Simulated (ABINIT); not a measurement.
Crystal: PbF2 (Fluorocronite).

```
Pb F
1.0
     0.00000    2.96366    2.96366
     2.96366    0.00000    2.96366
     2.96366    2.96366    0.00000
Pb F
1 2
Direct
  0.00000 0.00000 0.00000
  0.75000 0.75000 0.75000
  0.25000 0.25000 0.25000
```

```yaml
Program: ABINIT 10.8.3 (patched build)
Task: relaxation of cell and atoms
Functional: LDA
Potentials_or_basis: PseudoDojo NC SR LDA v0.4.1 standard
Cutoff: 1143 eV
k_mesh: 6 × 6 × 6
Occupations: fermi-dirac, width 0.05 eV
Spin: no spin polarisation
```

At the start: pressure -4.5 GPa; volume 17.35 Å³/atom.

**Question.** Where does the relaxation end?

**Answer.** Over 5 steps the energy falls by 14.8 meV/atom and the volume is 16.36 Å³/atom (-5.7 %); space group Fm-3m (No. 225, to 0.05 Å).

Step by step:
```tsv
step	energy change (eV)	largest force (eV/Å)	pressure (GPa)	volume (Å³)
1	0.0000	0.0000	-4.51	52.06
2	-0.0181	0.0000	-3.57	51.35
3	-0.0442	0.0000	0.40	48.85
4	-0.0445	0.0000	-0.03	49.09
5	-0.0445	0.0000	0.00	49.08
```

Final structure:
```cif
data_structure
_symmetry_space_group_name_H-M 'P 1'
_symmetry_Int_Tables_number 1
_cell_length_a 4.1095
_cell_length_b 4.1095
_cell_length_c 4.1095
_cell_angle_alpha 60.000
_cell_angle_beta 60.000
_cell_angle_gamma 60.000
_cell_volume 49.08
loop_
_atom_site_label
_atom_site_type_symbol
_atom_site_fract_x
_atom_site_fract_y
_atom_site_fract_z
_atom_site_occupancy
Pb1 Pb 0.00000 0.00000 0.00000 1
F1 F 0.75000 0.75000 0.75000 1
F2 F 0.25000 0.25000 0.25000 1
```
